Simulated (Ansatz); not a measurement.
What does this script print? It uses the Ansatz DFT code, driven from Python.

Script `be2c_phonons.py`:
```python
"""Phonons of Be2C by finite displacements."""

from pathlib import Path

import ansatz as az
import numpy as np

vectors = np.array([
    [0.0, 2.165, 2.165],
    [2.165, 0.0, 2.165],
    [2.165, 2.165, 0.0],
])
structure = (
    az.Lattice.of(vectors)
    .atom("Be", [0.25, 0.25, 0.25])
    .atom("Be", [0.75, 0.75, 0.75])
    .atom("C", [0.0, 0.0, 0.0])
)

# the cell itself: zone-centre modes alone
calculation = structure.calculation()
calculation = calculation.functional("pbesol")
calculation = calculation.basis(470)
calculation = calculation.occupations("cold")
calculation = calculation.scf(tolerance=1e-08).kpoints(6, 6, 6)
calculation = calculation.phonons("fd", supercell=1)
outcome = calculation.run(runs_dir="phonon_runs")
folder = Path(outcome.output_folder) / "results"
ph = outcome.phonons

print("modes at Gamma (1/cm):", np.round(ph.gamma_omega_inv_cm, 1) + 0.0)
print(f"{ph.n_members} displaced supercells, sum-rule residual {ph.asr_residual_pre_ev_ang2:.1e} eV/A^2")
optical = np.sort(ph.gamma_omega_inv_cm)
print("imaginary modes at Gamma:", int((optical < -10).sum()), "- highest mode", round(float(optical[-1]), 1), "1/cm")
```

```console
$ python be2c_phonons.py
modes at Gamma (1/cm): [  0.    0.    0.  635.2 635.2 635.2 697.9 697.9 697.9]
2 displaced supercells, sum-rule residual 2.4e-04 eV/A^2
imaginary modes at Gamma: 0 - highest mode 697.9 1/cm
```

Caveats:
- The cell isn't relaxed first, so the values belong to this volume.
- No non-analytic term is added, so at the zone centre the longitudinal optical modes of a polar crystal aren't split off.
- The structure is a deposited one; some such entries were measured under pressure or heat, so a shift against it needn't be the functional's error alone.
- The structure is taken as given and the supercell is small; imaginary modes can come from an unrelaxed or unstable start.
- Finished in 2.3 s on 1 thread of Arm Neoverse V2 (shared host), peak memory 0.36 GiB.

(Lines on the test bed's own set-up are left out of the output.)
